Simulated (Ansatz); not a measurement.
Co: pressure against volume, fitted

```
CELL_PARAMETERS angstrom
2.51900 0.00000 0.00000
-1.25950 2.18152 0.00000
0.00000 0.00000 4.09100
ATOMIC_POSITIONS crystal
Co 0.33333 0.66667 0.25000
Co 0.66667 0.33333 0.75000
```

Atom numbers follow the list: Co1, Co2.

The cell comes from COD entry 9011615, which wasn't checked; take it as a given geometry. It differs from other determinations.

Method: DFT, PBE, all-electron LAPW, scalar-relativistic in Ansatz 0.2.0.

Sampling and basis: a Γ-centred 19×19×10 k mesh, Fermi–Dirac smearing of 0.05 eV, basis error target 0.5 meV/atom, spin-polarised from start moments Co1 2, Co2 2 μB.

The cell is scaled evenly. Fractional coordinates are held (clamped ions).

```
V (Å³/atom)  P (GPa)
     10.566     6.12
     10.572     5.99
     10.791     1.34
     10.903    -0.86
     11.016    -2.93
     11.128    -4.89
     11.241    -6.74
     11.353    -8.48
     11.465   -10.12
     11.578   -11.66
     11.690   -13.13
```

(1) Fit a third-order Birch–Murnaghan curve to the pressures.

(2) Predict the pressure at the withheld volume, 11.915 Å³/atom.

Results:

(1) P = (3B0/2)(y^(7/2) − y^(5/2))[1 + (3/4)(B0′ − 4)(y − 1)] with y = (V0/V)^(2/3) fits within 0.01 GPa for V0 = 10.858 Å³/atom, B0 = 210.7 GPa and B0′ = 4.60.

(2) There y = 0.9400, so the fit gives -15.82 GPa; the run gave -15.82 GPa.
